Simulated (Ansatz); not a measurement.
A plane-wave DFT run in Ansatz 0.2.0 (scalar-relativistic PAW potentials unless the input names others): input and command.

```yaml
crystal:
  lattice:
    - [4.5614311878, 0.0, 0.0]
    - [0.0, 4.5614311878, 0.0]
    - [0.0, 0.0, 3.033529785]
  atoms:
    - { symbol: Zn, position: [0.5, 0.5, 0.5] }
    - { symbol: Zn, position: [0.0, 0.0, 0.0] }
    - { symbol: F, position: [0.6988410976, 0.6988410976, 0.0] }
    - { symbol: F, position: [0.8011589024, 0.1988410976, 0.5] }
    - { symbol: F, position: [0.3011589024, 0.3011589024, 0.0] }
    - { symbol: F, position: [0.1988410976, 0.8011589024, 0.5] }
basis:
  ecutwfc: 500
kpoints:
  mp_grid: { grid: [6, 6, 8] }
hamiltonian:
  xc: r2scan
scf:
  occupations: { method: gaussian, width: 0.02 }
  algorithm: direct_min
  mixing: { algorithm: broyden, beta: 0.2, ndim: 4 }
output:
  forces: true
  eigenvalues: true
  stress: true
```

```bash
ansatz run input.yaml --threads 1 --pin off --max-ram 2560MiB --backend cpu --events-out ev --progress --plain --runs-dir out
```

Abridged log:
```
Basis set: ecut = 500 eV, 1583 PW (Γ), exchange–correlation on 144×144×96 points (64 copies of the dense FFT grid, shifted against one another)
Bands: 32, of which v1, the nominal top of the filled ones, is band 26 counted from 1 (25 counted from 0)
Symmetry: 16 space group operations
k-points: 50 of 288
SCF iter   1: F=—  HF=-9894.033612 eV  |F-HF|=—  |Δ(HF+E_count)|=         —  Δρ=1.73e-2  dr2=9.20e-2  dr2_τ=1.32e-1  ethr=1.77e-3  ⟨swp⟩=13.8  Hψ=7785  notcnv=3
SCF iter   2: F=—  HF=-9894.131801 eV  |F-HF|=—  |Δ(HF+E_count)|=   9.82e-2  Δρ=1.39e-2  dr2=6.16e-2  dr2_τ=1.03e-3  ethr=1.77e-4  ⟨swp⟩=5.5  Hψ=6195  notcnv=0  defer=17
SCF iter   3: F=—  HF=-9894.076050 eV  |F-HF|=—  |Δ(HF+E_count)|=   5.58e-2  Δρ=2.34e-3  dr2=1.62e-3  dr2_τ=1.10e-4  ethr=2.45e-6  ⟨swp⟩=4.6  Hψ=8595  notcnv=0  defer=12
SCF iter   4: F=—  HF=-9894.075496 eV  |F-HF|=—  |Δ(HF+E_count)|=   5.54e-4  Δρ=3.19e-4  dr2=2.91e-5  dr2_τ=1.52e-6  ethr=1.90e-6  ⟨swp⟩=2.7  Hψ=3254  notcnv=0  defer=4
SCF iter   5: F=—  HF=-9894.075490 eV  |F-HF|=—  |Δ(HF+E_count)|=   6.28e-6  Δρ=3.61e-5  dr2=5.70e-7  dr2_τ=1.48e-7  ethr=3.40e-8  ⟨swp⟩=4.0  Hψ=4177  notcnv=0  defer=2
SCF iter   6: F=—  HF=-9894.075490 eV  |F-HF|=—  |Δ(HF+E_count)|=   8.01e-8  Δρ=9.93e-6  dr2=3.40e-8  dr2_τ=2.45e-9  ethr=6.67e-10  ⟨swp⟩=4.0  Hψ=4167  notcnv=0  defer=2
SCF iter   7: F=-9894.075490 eV  HF=-9894.075490 eV  |F-HF|=3.28e-9  |Δ(HF+E_count)|=   8.37e-9  Δρ=2.54e-6  dr2=2.01e-9  dr2_τ=6.10e-11  ethr=3.98e-11  ⟨swp⟩=3.8  Hψ=3910  notcnv=0  defer=1
SCF 1 converged in 7 iterations: F = -9894.075490 eV  dr2 = 2.01e-9
  Residual-converged pass: ⟨swp⟩=3.0  Hψ=3017  notcnv=0  max |occ|·‖R‖ = 6.7e-6 eV (tolerance 6.7e-6 eV) dr2=2.08e-9  dr2_τ=6.51e-11  dr2_onsite=1.78e-9  max |Δocc| = 0.0e0
SCF converged after 7 iterations
Stability not checked: this state was not tested for a lower state beside it, because a direct minimisation reached the state, and no test of it is asked (direct_minimisation; see scf.lower_state_search)
Free energy (F): -9894.075490 eV
Harris-Foulkes:  -9894.075490 eV  (|F-HF|=3.28e-9)
Internal energy: -9894.075490 eV  (E = F + TS)
E sigma→0 (E₀):  -9894.075490 eV
Fermi energy:    7.043399 eV
--- Forces (eV/Å), atoms counted from 1 ---
  atom   1  Zn     0.00000000     0.00000000     0.00000000
  atom   2  Zn     0.00000000     0.00000000     0.00000000
  atom   3  F      0.00017467     0.00017467     0.00000000
  atom   4  F     -0.00017467     0.00017467     0.00000000
  atom   5  F     -0.00017467    -0.00017467     0.00000000
  atom   6  F      0.00017467    -0.00017467     0.00000000
--- Stress (GPa, compression-positive) ---
       12.931216       0.000000       0.000000
        0.000000      12.931216       0.000000
        0.000000       0.000000      14.776055
  P = ⅓ Tr σ = 13.5462 GPa (135.462 kbar)
```

Apart from outputs, empty bands and the relaxation, which only the reference makes, the input differs from a reference run on usual settings in scf.algorithm: not typed → "direct_min"; scf.mixing.algorithm: not typed → "broyden"; scf.mixing.beta: not typed → 0.2; scf.mixing.ndim: not typed → 4. The reference, at the same geometry, ended its own course with pressure 13.55 GPa, largest force 0.000 eV/Å, gap on the mesh 4.39 eV. This run converged in 7 SCF iterations with an energy at zero smearing within 0.01 meV/atom of the reference's, pressure 13.55 GPa, largest force 0.000 eV/Å, gap on the mesh 4.39 eV.

It took 19 s on 1 thread of Intel(R) Xeon(R) 6975P-C (Granite Rapids), with other jobs on the host, peak memory 0.7 GiB.